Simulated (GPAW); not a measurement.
Runs of GPAW 26.7.0 on GaN. The structure is hexagonal, space group P6_3mc (No. 186). The conventional cell has a = 3.180 Å, b = 3.180 Å, c = 5.166 Å, α = 90.00°, β = 90.00°, γ = 120.00°. Around Ga (site symmetry 3m) lie 4 N at 1.94 to 1.95 Å. Around N (site symmetry 3m) lie 4 Ga at 1.94 to 1.95 Å. 

```csv
task,level,potentials or basis,spin,cell,k mesh,cutoff (eV),smearing,maxiter,band path,band points,spin axis theta (degrees),spin axis phi (degrees),gap on the mesh (eV),pressure (GPa),largest force (eV/Å)
single point,LDA,"the program's PAW data sets (release 1.2.1) made for this functional, pw",off,as given,8 × 8 × 4,600,fermi-dirac 0.01 eV,150,-,-,-,-,2.08,-2.7,0.17
band structure,vdW-DF,"GPAW PAW data sets (gpaw-data 1.2.1), pw","SOC, no magnetisation",as given,7 × 7 × 4,800,fermi-dirac 0.05 eV,150,"GMKGALHA,LM,KH",80,54.7,45,2.24,-,0.18
single point,LDA,"the program's PAW data sets (release 1.2.1) made for this functional, pw",off,as given,8 × 8 × 4,600,fermi-dirac 0.05 eV,80,-,-,-,-,2.08,-2.7,0.17
single point,PBEsol,"PAW data sets generated in the run's folder for this functional, pw",off,volume scaled by 1.08,8 × 8 × 4,650,fermi-dirac 0.05 eV,80,-,-,-,-,(b),-9.4,(a)
```

Estimate the missing entries.

(a) 0.15; (b) 1.49.

Caveats: the cutoff is short for stress and forces, so pressures can be off by a GPa or more (some runs); spin-orbit coupling was added after a scalar SCF, so levels and gaps hold it while energy, forces, pressure and moments don't (some runs); this program's spin-orbit splittings come out too wide for heavy elements (some runs); the PAW data sets were made with another functional, which shifts forces and pressure a little (some runs).

A k mesh can miss the band edges, and rows without SOC leave out spin-orbit coupling on Ga.
